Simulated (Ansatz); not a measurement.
# BN: random displacements

Theory: Ansatz, DFT PBEsol, scalar-relativistic, plane waves, PAW. The runs took a 420 eV cutoff, a Γ-centred 12×12×4 mesh and Gaussian smearing (0.05 eV). No spin polarisation. Energies are free energies at this smearing, counted from the undisturbed cell; pressure is positive in compression.

The starting cell (relaxed at this level):

```yaml
crystal:
  lattice:
    - [2.50435, 0.00000, 0.00000]
    - [-1.25217, 2.16883, 0.00000]
    - [0.00000, 0.00000, 7.01910]
  atoms:
    - { symbol: B, position: [0.33333, 0.66667, 0.25000] }
    - { symbol: B, position: [0.66667, 0.33333, 0.75000] }
    - { symbol: N, position: [0.33333, 0.66667, 0.75000] }
    - { symbol: N, position: [0.66667, 0.33333, 0.25000] }
```

The cell holds layers and no dispersion correction was added, so their binding is poorly described.

The atoms are displaced (Å, in the unstrained cell):

```
atom ux uy uz
  B1  -0.034  -0.072  -0.143
  B2   0.017  -0.033   0.197
  N3   0.045  -0.079  -0.017
  N4  -0.028   0.184  -0.036
```

Strain (Voigt, engineering shear): (-0.0901, -0.0913, -0.0577, -0.0027, -0.0963, -0.0194).

What are the energy change, the stress and the forces?

ΔE = 1129.5 meV/atom; stress (xx, yy, zz, yz, xz, xy; compression positive) (222.37, 118.00, 0.19, -9.98, -7.79, 0.99) GPa; gap on the mesh 1.22 eV.
```tsv
atom	Fx (eV/Å)	Fy	Fz
B1	0.41	11.41	0.24
B2	3.08	-3.02	-2.06
N3	-3.11	3.04	1.97
N4	-0.38	-11.43	-0.15
```

Cost: 1 run of about 0.17 core-minutes, on AMD EPYC 7R43 (Zen 3) (shared hosts).